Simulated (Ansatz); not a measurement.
**Germanium, simple cubic under revPBE: structure, energy and stiffness**

Aim: take germanium in the simple cubic structure, relax it, solve it on a dense k-mesh, then scale the cell to 7 volumes from 88 to 112 % of the relaxed one and try a fit of the equation of state. Spin polarisation is left out. The k-meshes are 11×11×11 for the relaxation; 19×19×19 for the dense run; 13×13×13 for the volumes.

This is Ge in the simple cubic structure; at room conditions it is diamond.

Computed with Ansatz 0.2.0 (DFT revPBE, plane waves (420 eV) with PAW, scalar-relativistic; the PAW data stem from PBE, with regenerated cores, unless a step says otherwise).

## (1) The structure to begin with

It takes space group Pm-3m (No. 221, cubic). Conventional cell: a = 2.749 Å, b = 2.749 Å, c = 2.749 Å, α = 90.00°, β = 90.00°, γ = 90.00°. Ge (site symmetry m-3m) is surrounded by 6 Ge at 2.75 Å.

Coordinates:

```
CELL_PARAMETERS angstrom
2.74915 0.00000 0.00000
0.00000 2.74915 0.00000
0.00000 0.00000 2.74915
ATOMIC_POSITIONS crystal
Ge 0.00000 0.00000 0.00000
```

## (2) Relaxation of the cell

input.yaml

```yaml
crystal:
  lattice:
    - [2.749147533, 0.0, 0.0]
    - [0.0, 2.749147533, 0.0]
    - [0.0, 0.0, 2.749147533]
  atoms:
    - { symbol: Ge, position: [0.0, 0.0, 0.0] }
hamiltonian:
  xc: revpbe
  pseudopotentials:
    kind: paw
    azcp:
      Ge: "pseudopotentials/Ge.paw.azcp"
basis:
  ecutwfc: 420
  fft_grid_basis: typed
kpoints:
  mp_grid: { grid: [11, 11, 11], shift: [0, 0, 0] }
magnetization:
  spin_polarized: false
scf:
  occupations: { method: fermi_dirac, width: 0.1 }
relax:
  max_steps: 60
  f_tol: 0.01
  cell: {}
output:
  write_density: true
  write_potential: true
  elf: true
  volumetric_format: npy
```

What it wrote:

```text
Warning: RAYON_NUM_THREADS=2 ignored (pool sized by the plan → 2); use --threads N
Engine: ansatz 0.2.0, aarch64-unknown-linux-gnu
Pseudopotentials: kind: paw
Pseudopotential: Ge, paw, valence charge 14, recommended cutoff 420 eV (normal), <dir>
Functional definition: revPBE
  parameter kappa = 1.245
  parameter beta = 0.06672455060314922
  exchange = pbe_x(kappa = kappa, mu = beta*pi^2/3)
  correlation = pbe_c(beta = beta)
Crystal: 1 atoms, lattice volume = 20.778 Å³
Basis set: ecut = 420 eV, 437 PW (Γ), exchange–correlation on 40×40×40 points (8 copies of the dense FFT grid, shifted against one another)
Bands: 11, of which v1, the nominal top of the filled ones, is band 7 counted from 1 (6 counted from 0)
Symmetry: 48 space group operations
Space group: Pm-3m (ITA 221), of the structure as read, at distance tolerance 2.7e-5 Å
k-points: 56 of 1331
Non-local potential: Ge, projectors of the file, l = 0: 2, l = 1: 2, l = 2: 3, l = 3: 1
PAW form: soft (Blöchl's): semilocal exchange-correlation on the pseudo side does not see the compensation charge
PAW frozen core: Ge, regenerated for the run's functional, and the local potential with it (the file was generated under x = pbe(κ = 0.804, μ = 0.2195149727645171), c = pbe(β = 0.06672455060314922))
PAW one-centre angular grid: Ge, 590 points (default); XC on 64 Gauss nodes
Initial density: superposition of atomic densities (neutral atoms: chi_scale 0, normalization atom), corrected by the library's trained network
Initial wavefunctions: pseudopotential atomic-orbital guess
Functional: x = revpbe(κ = 1.245, μ = 0.2195149727645171), c = pbe(β = 0.06672455060314922)
SCF iter   1: F=—  HF=-4298.796871 eV  |F-HF|=—  |Δ(HF+E_count)|=         —  Δρ=1.90e-3  dr2=5.06e-4  ethr=1.77e-3  ⟨swp⟩=5.3  Hψ=3557  notcnv=0
preconditioner: auto → none  [metal: Δε(μ)=0.145 eV  Ē_g=26.924 eV  σ=0.100 eV  W_gap=0.34  n_scr=6 (ndim 8)  ℏωp=30.5 eV  f_vac=0.000  D(μ)=0.59/eV (n_scr^D=0)  sad-step TF]
SCF iter   2: F=—  HF=-4298.796558 eV  |F-HF|=—  |Δ(HF+E_count)|=   3.13e-4  Δρ=9.94e-4  dr2=2.86e-4  ethr=3.61e-6  ⟨swp⟩=2.0  Hψ=1389  notcnv=0
SCF iter   3: F=—  HF=-4298.796561 eV  |F-HF|=—  |Δ(HF+E_count)|=   2.96e-6  Δρ=4.59e-4  dr2=4.71e-5  ethr=2.04e-6  ⟨swp⟩=2.0  Hψ=983  notcnv=0
SCF iter   4: F=—  HF=-4298.796587 eV  |F-HF|=—  |Δ(HF+E_count)|=   2.56e-5  Δρ=5.07e-5  dr2=4.09e-7  ethr=3.36e-7  ⟨swp⟩=2.0  Hψ=709  notcnv=0
iter 5 did not close the SCF: its close was put off for the readings that it lacked (scf_convergence_deferred on its scf_iter line)
SCF iter   5: F=-4298.796587 eV  HF=-4298.796587 eV  |F-HF|=6.33e-8  |Δ(HF+E_count)|=   3.15e-7  Δρ=1.36e-5  dr2=1.80e-8  ethr=2.92e-9  ⟨swp⟩=2.0  Hψ=1001  notcnv=0
SCF iter   6: F=-4298.796587 eV  HF=-4298.796587 eV  |F-HF|=2.52e-9  |Δ(HF+E_count)|=   2.57e-8  Δρ=2.53e-6  dr2=6.63e-10  ethr=1.29e-10  ⟨swp⟩=4.2  Hψ=2979  notcnv=0
SCF 1 converged in 6 iterations: F = -4298.796587 eV  dr2 = 6.63e-10
relax step   1: F+E_penalty+E_count = -4298.79658682 eV  Δ(F+E_penalty+E_count) = +0.000e0 eV  max|allowed force component| = 0.000e0 eV/Å  Δτ_max = 0.0000 Å  P = -1.254 GPa  Ω = 20.778 Å³  (6 SCF iters, dr2 threshold 1.00e-7 eV, accepted)
Crystal: 1 atoms, lattice volume = 20.281 Å³
Basis set: ecut = 420 eV, 389 PW (Γ), exchange–correlation on 40×40×40 points (8 copies of the dense FFT grid, shifted against one another)
Initial density: handed on by an earlier stage of this run
Initial wavefunctions: those handed on with the density
iter 1 solved again at ethr=3.21e-7 eV; its pass at ethr=3.10e-3 eV (dr2=4.50e-5 eV) is discarded
SCF iter   1: F=—  HF=-4298.798308 eV  |F-HF|=—  |Δ(HF+E_count)|=         —  Δρ=6.36e-4  dr2=4.65e-5  ethr=3.21e-7  ⟨swp⟩=2.0  Hψ=4676  notcnv=0
preconditioner: auto → none  [metal: Δε(μ)=0.150 eV  Ē_g=27.038 eV  σ=0.100 eV  W_gap=0.35  n_scr=6 (ndim 8)  ℏωp=30.9 eV  f_vac=0.000  D(μ)=0.58/eV (n_scr^D=0)]
SCF iter   2: F=—  HF=-4298.798344 eV  |F-HF|=—  |Δ(HF+E_count)|=   3.59e-5  Δρ=3.45e-4  dr2=1.37e-5  ethr=3.21e-7  ⟨swp⟩=1.0  Hψ=616  notcnv=0
SCF iter   3: F=—  HF=-4298.798357 eV  |F-HF|=—  |Δ(HF+E_count)|=   1.32e-5  Δρ=3.38e-5  dr2=1.41e-7  ethr=9.76e-8  ⟨swp⟩=2.0  Hψ=719  notcnv=0
SCF iter   4: F=-4298.798357 eV  HF=-4298.798357 eV  |F-HF|=6.10e-9  |Δ(HF+E_count)|=   2.49e-7  Δρ=5.14e-6  dr2=3.06e-9  ethr=7.14e-10  ⟨swp⟩=7.0  Hψ=3004  notcnv=0
SCF 2 converged in 4 iterations: F = -4298.798357 eV  dr2 = 3.06e-9
relax step   2: F+E_penalty+E_count = -4298.79835686 eV  Δ(F+E_penalty+E_count) = -1.770e-3 eV  max|allowed force component| = 0.000e0 eV/Å  Δτ_max = 0.0000 Å  P = +0.198 GPa  Ω = 20.281 Å³  energy of the carried Pulay correction = +8.225e-5 eV  (4 SCF iters, dr2 threshold 1.00e-7 eV, accepted)
Crystal: 1 atoms, lattice volume = 20.347 Å³
iter 1 solved again at ethr=5.99e-9 eV; its pass at ethr=3.10e-3 eV (dr2=8.39e-7 eV) is discarded
SCF iter   1: F=—  HF=-4298.798378 eV  |F-HF|=—  |Δ(HF+E_count)|=         —  Δρ=8.89e-5  dr2=9.04e-7  ethr=5.99e-9  ⟨swp⟩=2.0  Hψ=4446  notcnv=0
preconditioner: auto → none  [metal: Δε(μ)=0.150 eV  Ē_g=27.024 eV  σ=0.100 eV  W_gap=0.35  n_scr=6 (ndim 8)  ℏωp=30.8 eV  f_vac=0.000  D(μ)=0.58/eV (n_scr^D=0)]
SCF iter   2: F=—  HF=-4298.798385 eV  |F-HF|=—  |Δ(HF+E_count)|=   6.51e-6  Δρ=4.84e-5  dr2=2.65e-7  ethr=5.99e-9  ⟨swp⟩=1.0  Hψ=618  notcnv=0
SCF iter   3: F=-4298.798385 eV  HF=-4298.798385 eV  |F-HF|=2.05e-8  |Δ(HF+E_count)|=   2.59e-7  Δρ=6.52e-6  dr2=5.22e-9  ethr=6.97e-10  ⟨swp⟩=7.0  Hψ=2851  notcnv=0
SCF 3 converged in 3 iterations: F = -4298.798385 eV  dr2 = 5.22e-9
relax step   3: F+E_penalty+E_count = -4298.79838491 eV  Δ(F+E_penalty+E_count) = -2.806e-5 eV  max|allowed force component| = 0.000e0 eV/Å  Δτ_max = 0.0000 Å  P = -0.008 GPa  Ω = 20.347 Å³  energy of the carried Pulay correction = +7.117e-5 eV  (3 SCF iters, dr2 threshold 9.76e-8 eV, accepted)
Initial wavefunctions: pseudopotential atomic-orbital guess (no wavefunctions were taken with the density)
iter 1 solved again at ethr=2.04e-8 eV; its pass at ethr=3.10e-3 eV (dr2=2.86e-6 eV) is discarded
SCF iter   1: F=—  HF=-4298.798306 eV  |F-HF|=—  |Δ(HF+E_count)|=         —  Δρ=1.08e-5  dr2=2.83e-9  ethr=2.04e-8  ⟨swp⟩=2.9  Hψ=4992  notcnv=0
preconditioner: auto → none  [metal: Δε(μ)=0.150 eV  Ē_g=27.023 eV  σ=0.100 eV  W_gap=0.35  n_scr=6 (ndim 8)  ℏωp=30.8 eV  f_vac=0.000  D(μ)=0.58/eV (n_scr^D=0)]
SCF iter   2: F=—  HF=-4298.798312 eV  |F-HF|=—  |Δ(HF+E_count)|=   5.35e-6  Δρ=1.08e-5  dr2=9.94e-9  ethr=2.02e-11  ⟨swp⟩=2.0  Hψ=1014  notcnv=0
SCF iter   3: F=—  HF=-4298.798312 eV  |F-HF|=—  |Δ(HF+E_count)|=   5.82e-9  Δρ=3.74e-6  dr2=8.00e-10  ethr=2.02e-11  ⟨swp⟩=2.0  Hψ=998  notcnv=0
SCF iter   4: F=—  HF=-4298.798312 eV  |F-HF|=—  |Δ(HF+E_count)|=   1.77e-9  Δρ=4.21e-7  dr2=1.46e-11  ethr=5.72e-12  ⟨swp⟩=2.0  Hψ=999  notcnv=0
SCF iter   5: F=-4298.798312 eV  HF=-4298.798312 eV  |F-HF|=9.09e-13  |Δ(HF+E_count)|=  1.00e-11  Δρ=2.30e-8  dr2=5.13e-14  ethr=1.00e-12  ⟨swp⟩=4.9  Hψ=2060  notcnv=0
SCF 4 converged in 5 iterations: F = -4298.798312 eV  dr2 = 5.13e-14
relax step   4: F+E_penalty+E_count = -4298.79831184 eV  Δ(F+E_penalty+E_count) = +7.307e-5 eV  max|allowed force component| = 0.000e0 eV/Å  Δτ_max = 0.0000 Å  P = -0.007 GPa  Ω = 20.347 Å³  stress off target by 7.28e-3 GPa  SCF on the basis re-selected at this cell (its energy is not comparable with the rows above)  (5 SCF iters)
basis re-selected at this cell: Δ(F+E_penalty+E_count) = +7.307e-5 eV, ΔP = +0.000 GPa vs the last step (what re-selecting the basis moved, of the pressure what is left beyond the Pulay correction that the steps carried, after the strain that the cell walked since its last selection, with what the two solves' SCF thresholds leave and, on support functions, any second-order correction that the steps lacked; it is no measure of the basis error at this ecutwfc). This SCF's stress stands 7.28e-3 GPa from its target on what of the cell is left free (relax.cell.stress_tol is 5.00e-2 GPa) and its largest allowed force component is 0.00e0 eV/Å (relax.f_tol is 1.00e-2 eV/Å): within both
SCF converged after 5 iterations
Free energy (F): -4298.798312 eV
Harris-Foulkes:  -4298.798312 eV  (|F-HF|=9.09e-13)
Internal energy: -4298.778756 eV  (E = F + TS)
E sigma→0 (E₀):  -4298.788534 eV
Entropy (-TS):   -0.019556 eV (-19.556 meV/atom)
Fermi energy:    9.657276 eV
--- Per-component energies (eV) ---
  E_band       = -128.578061
  E_kinetic    = 109.934277
  E_local      = -2239.465491  (includes V_loc(G=0)·N_el)
  E_nonlocal   = 415.916874
  E_hartree    = 978.295043
  E_xc         = -75.265941
  E_vxc        = -63.983983  (∫ρ·V_xc dr)
  E_paw        = -2021.456069  (= ΣΔE_a)
  E_vpaw       = -307.570129  (= ΣTr[D̂ρ^β])
  E_aug_tail   = 0.000303  (compensation charges beyond the density's cutoff)
  E_ewald      = -1466.607205
  E_core_change = -0.130548  (= ΣΔE_core)
  E_smearing   = -0.019556  (= −TS)
  E_closure    = -0.000000  (closes the sum)
  Σ components = -4298.798312   (vs F -4298.798312, Δ=0.00e0)
--- Forces (eV/Å), atoms counted from 1 ---
  atom   1  Ge    -0.00000000     0.00000000    -0.00000000
  max |Σ_I F_I| component: 6.16e-33 eV/Å
--- Stress (GPa, compression-positive) ---
       -0.007280       0.000000       0.000000
        0.000000      -0.007280      -0.000000
        0.000000      -0.000000      -0.007280
  P = ⅓ Tr σ = -0.0073 GPa (-0.073 kbar)
--- Band table (eV; the first three rows and the last of 56) ---
  k-point 0: bands = ["-14.8757", "-14.8757", "-14.6486", "-14.6486", "-14.6486", "-2.7779", "16.2647", "16.2647", "16.2647", "19.6327", "19.6327"]
  k-point 1: bands = ["-14.8747", "-14.8614", "-14.6533", "-14.6533", "-14.6482", "-2.6193", "14.2581", "16.4159", "16.4159", "19.7731", "20.9284"]
  k-point 2: bands = ["-14.8721", "-14.8230", "-14.6660", "-14.6660", "-14.6471", "-2.1462", "11.3510", "16.8562", "16.8562", "20.1915", "21.7187"]
  k-point 55: bands = ["-14.7776", "-14.7772", "-14.7772", "-14.5800", "-14.5800", "7.9012", "10.0997", "10.0997", "10.9489", "16.5386", "16.8611"]
--- Relaxed structure (3 steps of the walk, 3 accepted, 1 SCFs on fresh bases) ---
  F+E_penalty+E_count = -4298.79831184 eV   max|allowed force component| = 0.000e0 eV/Å   (the final SCF, on the basis selected at the relaxed cell)
  cell:  # Å, volume = 20.3473 Å³
    - [2.7300395175840206, 1.4251881588465543e-32, 6.419766481290786e-35]
    - [1.4251881588465543e-32, 2.7300395175840206, 0.0]
    - [6.419766481290786e-35, 0.0, 2.7300395175840206]
  atoms:
    - { symbol: Ge, position: [0.0, 0.0, 0.0] }
```

Wall time 2 s (2 threads of an Arm CPU, shared host); peak memory 0.28 GiB.

Relaxation path:

```csv
step,energy change (meV/atom),largest force (eV/Å),pressure (GPa),volume (Å³/atom)
1,0.00,0.0000,-1.25,20.778
2,-1.77,0.0000,0.20,20.281
3,-1.80,0.0000,-0.01,20.347
4,-1.73,0.0000,-0.01,20.347
```

Steps that repeat a cell are solved on a basis chosen anew, so their changes of energy are no gain of the relaxation.

Changes in the cell that was computed:

|  | before | after | change |
| --- | --- | --- | --- |
| a (Å) | 2.749 | 2.730 | -0.7 % |
| b (Å) | 2.749 | 2.730 | -0.7 % |
| c (Å) | 2.749 | 2.730 | -0.7 % |
| volume (Å³/atom) | 20.778 | 20.347 | -2.1 % |
| shortest distance (Å) | 2.749 | 2.730 | -0.7 % |
| space group (spins left aside) | Pm-3m | Pm-3m | same |

## (3) The energy on a finer k-mesh

input.yaml

```yaml
crystal:
  lattice:
    - [2.7300395176, 0.0, 0.0]
    - [0.0, 2.7300395176, 0.0]
    - [0.0, 0.0, 2.7300395176]
  atoms:
    - { symbol: Ge, position: [0.0, 0.0, 0.0] }
hamiltonian:
  xc: revpbe
  pseudopotentials:
    kind: paw
    azcp:
      Ge: "pseudopotentials/Ge.paw.azcp"
basis:
  ecutwfc: 420
  fft_grid_basis: typed
kpoints:
  mp_grid: { grid: [19, 19, 19], shift: [0, 0, 0] }
magnetization:
  spin_polarized: false
scf:
  occupations: { method: fermi_dirac, width: 0.1 }
output:
  write_density: true
  write_potential: true
  elf: true
  volumetric_format: npy
```

What it wrote, shortened:

```text
Warning: RAYON_NUM_THREADS=2 ignored (pool sized by the plan → 2); use --threads N
[...]
[... 3 set-up lines as earlier in the session ...]
[...]
Crystal: 1 atoms, lattice volume = 20.347 Å³
Basis set: ecut = 420 eV, 389 PW (Γ)
Bands: 11, of which v1, the nominal top of the filled ones, is band 7 counted from 1 (6 counted from 0)
[... 2 set-up lines as earlier in the session ...]
k-points: 220 of 6859
[...]
SCF iter   1: F=—  HF=-4298.808913 eV  |F-HF|=—  |Δ(HF+E_count)|=         —  Δρ=1.80e-3  dr2=4.05e-4  ethr=1.77e-3  ⟨swp⟩=5.1  Hψ=13947  notcnv=0
[...]
SCF iter   6: F=-4298.808617 eV  HF=-4298.808617 eV  |F-HF|=1.07e-9  |Δ(HF+E_count)|=   1.55e-8  Δρ=1.74e-6  dr2=3.07e-10  ethr=8.45e-11  ⟨swp⟩=1.1  Hψ=7369  notcnv=0
[...]
SCF converged after 6 iterations
Free energy (F): -4298.808617 eV
[...]
E sigma→0 (E₀):  -4298.800117 eV
Entropy (-TS):   -0.017001 eV (-17.001 meV/atom)
Fermi energy:    9.755339 eV
[...]
--- Band table (eV; the first three rows and the last of 220) ---
  k-point 0: bands = ["-14.8731", "-14.8731", "-14.6461", "-14.6461", "-14.6461", "-2.7761", "16.2664", "16.2664", "16.2664", "19.6335", "19.6335"]
[...]
```

Wall time 1.9 s (2 threads of an Arm CPU, shared host); peak memory 0.31 GiB.

Density in a lattice plane of the grid's cell (edges 2.73 and 2.73 Å, at 0.000 of the third edge), which holds Ge.

Ten even steps from ' ' (0.10 e/Å³) to '@' (56.47 e/Å³):
```
##++==::..                              ..::==++
==--::..                                  ..::--
......                                      ....
                                                
                                                
                                                
                                                
                                                
                                                
                                                
                                                
                                                
                                                
                                                
                                                
                                                
......                                      ....
==--::..                                  ..::--
##++==::..                              ..::==++
@@##++--..                              ..--++##
```
Columns run along the first of these edges and rows up along the second, over one cell in 24 and 20 even steps from the bottom left corner. Atoms in the plane (fractional): Ge at (0.00, 0.00).

ELF in the same plane.

Ten even steps from ' ' (0.02) to '@' (0.60):
```
..      ..--++**####%%@@@@@@%%####**++--..      
      ..::==++**####%%@@@@@@%%####**++==::..    
  ....::--++****####%%%%%%%%%%####****++--::....
::----==++******####%%%%##%%%%####******++==----
==++++++******########******########******++++++
**********########****++++++****########********
################**++==========++**##############
%%%%%%%%%%####**++==----------==++**####%%%%%%%%
@@@@@@%%%%####**==----::::::----==**####%%%%@@@@
@@@@@@@@%%##**++==--::::::::::--==++**##%%@@@@@@
@@@@@@%%%%####**==----::::::----==**####%%%%@@@@
%%%%%%%%%%####**++==----------==++**####%%%%%%%%
################**++==========++**##############
**********########****++++++****########********
==++++++******########******########******++++++
::----==++******####%%%%##%%%%####******++==----
  ....::--++****####%%%%%%%%%%####****++--::....
      ..::==++**####%%@@@@@@%%####**++==::..    
..      ..--++**####%%@@@@@@%%####**++--..      
==..    ..--==**####%%@@@@@@%%####**==--..    ..
```
Columns run along the first of these edges and rows up along the second, over one cell in 24 and 20 even steps from the bottom left corner. Atoms in the plane (fractional): Ge at (0.00, 0.00).

Both are smooth fields of the valence electrons: close to the nuclei they are not physical.

The highest ELF values outside the cores: 0.60 on the Ge–Ge line, 1.4 Å from Ge.

## (4) Volume × 0.88

input.yaml

```yaml
crystal:
  lattice:
    - [2.616153111, 0.0, 0.0]
    - [0.0, 2.616153111, 0.0]
    - [0.0, 0.0, 2.616153111]
  atoms:
    - { symbol: Ge, position: [0.0, 0.0, 0.0] }
hamiltonian:
  xc: revpbe
  pseudopotentials:
    kind: paw
    azcp:
      Ge: "pseudopotentials/Ge.paw.azcp"
basis:
  ecutwfc: 420
  fft_grid_basis: typed
kpoints:
  mp_grid: { grid: [13, 13, 13], shift: [0, 0, 0] }
magnetization:
  spin_polarized: false
scf:
  occupations: { method: fermi_dirac, width: 0.1 }
  lower_state_search: "off"
output:
  stress: true
```

What it wrote, shortened:

```text
Warning: RAYON_NUM_THREADS=2 ignored (pool sized by the plan → 2); use --threads N
[...]
[... 3 set-up lines as earlier in the session ...]
[...]
Crystal: 1 atoms, lattice volume = 17.906 Å³
Basis set: ecut = 420 eV, 365 PW (Γ)
Bands: 11, of which v1, the nominal top of the filled ones, is band 7 counted from 1 (6 counted from 0)
[... 1 set-up line as earlier in the session ...]
Space group: Pm-3m (ITA 221), of the structure as read, at distance tolerance 2.6e-5 Å
k-points: 84 of 2197
[...]
SCF iter   1: F=—  HF=-4298.741886 eV  |F-HF|=—  |Δ(HF+E_count)|=         —  Δρ=1.44e-3  dr2=2.31e-4  ethr=1.77e-3  ⟨swp⟩=5.1  Hψ=5340  notcnv=0
[...]
SCF iter   6: F=-4298.741662 eV  HF=-4298.741662 eV  |F-HF|=8.46e-11  |Δ(HF+E_count)|=   4.14e-9  Δρ=1.42e-6  dr2=1.15e-10  ethr=3.17e-11  ⟨swp⟩=1.0  Hψ=2761  notcnv=0
[...]
SCF converged after 6 iterations
Free energy (F): -4298.741662 eV
[...]
E sigma→0 (E₀):  -4298.734899 eV
Entropy (-TS):   -0.013525 eV (-13.525 meV/atom)
Fermi energy:    11.780244 eV
[...]
--- Stress (GPa, compression-positive) ---
       10.900540       0.000000       0.000000
        0.000000      10.900540       0.000000
        0.000000       0.000000      10.900540
  P = ⅓ Tr σ = 10.9005 GPa (109.005 kbar)
```

Run time: 0.72 s. Hardware: 2 threads of an Arm CPU, shared host; peak memory 0.26 GiB.

## (5) Volume × 0.92

Edit input.yaml of step 4 so:

```diff
@@ -2,5 +2,5 @@
   lattice:
-    - [2.616153111, 0.0, 0.0]
-    - [0.0, 2.616153111, 0.0]
-    - [0.0, 0.0, 2.616153111]
+    - [2.6552059299, 0.0, 0.0]
+    - [0.0, 2.6552059299, 0.0]
+    - [0.0, 0.0, 2.6552059299]
   atoms:
```

What it wrote, shortened:

```text
Warning: RAYON_NUM_THREADS=2 ignored (pool sized by the plan → 2); use --threads N
[...]
[... 3 set-up lines as earlier in the session ...]
[...]
Crystal: 1 atoms, lattice volume = 18.720 Å³
Basis set: ecut = 420 eV, 365 PW (Γ)
Bands: 11, of which v1, the nominal top of the filled ones, is band 7 counted from 1 (6 counted from 0)
[... 2 set-up lines as earlier in the session ...]
k-points: 84 of 2197
[...]
SCF iter   1: F=—  HF=-4298.785279 eV  |F-HF|=—  |Δ(HF+E_count)|=         —  Δρ=1.50e-3  dr2=2.47e-4  ethr=1.77e-3  ⟨swp⟩=5.1  Hψ=5331  notcnv=0
[...]
SCF iter   6: F=-4298.785034 eV  HF=-4298.785034 eV  |F-HF|=9.09e-12  |Δ(HF+E_count)|=   4.60e-9  Δρ=5.11e-7  dr2=1.94e-11  ethr=3.16e-11  ⟨swp⟩=1.0  Hψ=2765  notcnv=0
[...]
SCF converged after 6 iterations
Free energy (F): -4298.785034 eV
[...]
E sigma→0 (E₀):  -4298.778053 eV
Entropy (-TS):   -0.013961 eV (-13.961 meV/atom)
Fermi energy:    11.076687 eV
[...]
--- Stress (GPa, compression-positive) ---
        6.354434       0.000000       0.000000
        0.000000       6.354434       0.000000
        0.000000       0.000000       6.354434
  P = ⅓ Tr σ = 6.3544 GPa (63.544 kbar)
```

Run time: 0.73 s. Hardware: 2 threads of an Arm CPU, shared host; peak memory 0.27 GiB.

## (6) Volume × 0.96

Edit input.yaml of step 5 so:

```diff
@@ -2,5 +2,5 @@
   lattice:
-    - [2.6552059299, 0.0, 0.0]
-    - [0.0, 2.6552059299, 0.0]
-    - [0.0, 0.0, 2.6552059299]
+    - [2.6931425687, 0.0, 0.0]
+    - [0.0, 2.6931425687, 0.0]
+    - [0.0, 0.0, 2.6931425687]
   atoms:
```

What it wrote, shortened:

```text
Warning: RAYON_NUM_THREADS=2 ignored (pool sized by the plan → 2); use --threads N
[...]
[... 3 set-up lines as earlier in the session ...]
[...]
Crystal: 1 atoms, lattice volume = 19.533 Å³
Basis set: ecut = 420 eV, 389 PW (Γ)
Bands: 11, of which v1, the nominal top of the filled ones, is band 7 counted from 1 (6 counted from 0)
[... 2 set-up lines as earlier in the session ...]
k-points: 84 of 2197
[...]
SCF iter   1: F=—  HF=-4298.808076 eV  |F-HF|=—  |Δ(HF+E_count)|=         —  Δρ=1.58e-3  dr2=2.57e-4  ethr=1.77e-3  ⟨swp⟩=5.0  Hψ=5296  notcnv=0
[...]
SCF iter   6: F=-4298.807803 eV  HF=-4298.807803 eV  |F-HF|=7.17e-10  |Δ(HF+E_count)|=   1.20e-8  Δρ=1.52e-6  dr2=2.12e-10  ethr=6.53e-11  ⟨swp⟩=1.1  Hψ=2770  notcnv=0
[...]
SCF converged after 6 iterations
Free energy (F): -4298.807803 eV
[...]
E sigma→0 (E₀):  -4298.800625 eV
Entropy (-TS):   -0.014356 eV (-14.356 meV/atom)
Fermi energy:    10.432101 eV
[...]
--- Stress (GPa, compression-positive) ---
        2.753769       0.000000       0.000000
       -0.000000       2.753769      -0.000000
        0.000000       0.000000       2.753769
  P = ⅓ Tr σ = 2.7538 GPa (27.538 kbar)
```

Run time: 0.75 s. Hardware: 2 threads of an Arm CPU, shared host; peak memory 0.27 GiB.

[end of part 1 of 2]
